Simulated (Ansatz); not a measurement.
Runs of Ansatz 0.2.0 on Si2Mo. It takes space group I4/mmm (No. 139, tetragonal). Conventional cell: a = 3.200 Å, b = 3.200 Å, c = 7.861 Å, α = 90.00°, β = 90.00°, γ = 90.00°. Around Mo (site symmetry 4/mmm) lie 10 Si at 2.62 Å. Around Si (site symmetry 4mm) lie 5 Si at 2.61 to 2.63 Å and 5 Mo at 2.62 Å. 

```tsv
task	level	spin	cell	k mesh	points for each segment of the path	gap on the mesh (eV)	pressure (GPa)	relaxed volume (Å³/atom)	largest force (eV/Å)
relaxation of cell and atoms	revPBE	off	relaxed	12 × 12 × 12	-	none	0.0	(d)	-
band structure	RPBE	off	as given	12 × 12 × 12	14	none	4.9	-	0.25
band structure	LDA	SOC, no magnetisation	as given	9 × 9 × 9	14	none	-6.1	-	0.40
band structure	BLYP	off	as given	12 × 12 × 12	14	none	11.3	-	(b)
band structure	PBEsol	off	as given	12 × 12 × 12	14	none	-2.7	-	(c)
band structure	PBEsol	SOC, no magnetisation	as given	9 × 9 × 9	14	none	-2.7	-	0.35
relaxation of cell and atoms	RPBE	off	relaxed	12 × 12 × 12	-	none	0.0	13.75	-
relaxation of cell and atoms	PBEsol	off	relaxed	12 × 12 × 12	-	-	0.0	13.27	-
band structure	revPBE	off	as given	12 × 12 × 12	14	none	4.2	-	(a)
```

Alike in all rows: potentials or basis Ansatz PAW; cutoff (eV) 420; smearing fermi-dirac 0.05 eV.

Task: Fill in the values left out.

Result: (a) 0.26; (b) 0.32; (c) 0.33; (d) 13.71.

Caveats: the PAW data sets come from PBE, with cores solved anew for the run's functional, which leaves a small shift of forces and pressure; the plane-wave basis is chosen anew once the cell has moved, so the energies of steps on either side of that aren't comparable (some runs).

A k mesh can miss the band edges, and rows without SOC leave out spin-orbit coupling on Mo.

A gap of «none» marks a metal or a gap under the smearing width.
